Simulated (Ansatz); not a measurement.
## TiAl under changes of volume

One of the cells (16.065 Å³/atom); the others are scaled copies at fixed shape and fractional positions:

```
Ti Al
1.0
     3.17906    0.00000    0.00000
     0.00000    3.17906    0.00000
     0.00000    0.00000    3.17906
Ti Al
1 1
Direct
  0.00000 0.00000 0.00000
  0.50000 0.50000 0.50000
```

The cell comes from a database or a generator and needn't be the stable form of this composition.

```yaml
Program: Ansatz 0.2.0
Functional: PBEsol
Potentials_or_basis: all-electron LAPW, scalar-relativistic
Cutoff: 205 eV (chosen from the basis error)
Basis_error_allowed: 0.001 eV/atom
k_mesh: 8 × 8 × 8
Occupations: fermi-dirac, width 0.05 eV
Spin: no spin polarisation
```

| volume (Å³/atom) | energy over the lowest point (meV/atom) | pressure (GPa) |
| --- | --- | --- |
| 15.101 | ? | ? |
| 15.422 | 2.06 | 2.4 |
| 15.743 | 0.00 | -0.1 |
| 16.065 | 2.75 | -2.4 |
| 16.386 | 9.86 | -4.5 |
| 16.707 | 20.90 | -6.3 |
| 17.028 | 35.50 | -8.0 |

Problem. What does the run at 15.101 Å³/atom give?

Solution. Energy over the lowest point 9.45 meV/atom; pressure 5.2 GPa.

Worked out: A Birch-Murnaghan fit of order 3 (a polynomial in V^(-2/3)) to the other rows has its minimum at 15.72 Å³/atom with B0 = V·E''(V) = 118 GPa and B' = 3.9. It gives 9.44 meV/atom at 15.101 Å³/atom, against the run's 9.45, and -dE/dV = 5.1 GPa, against 5.2.

Energies are extrapolated to zero smearing.
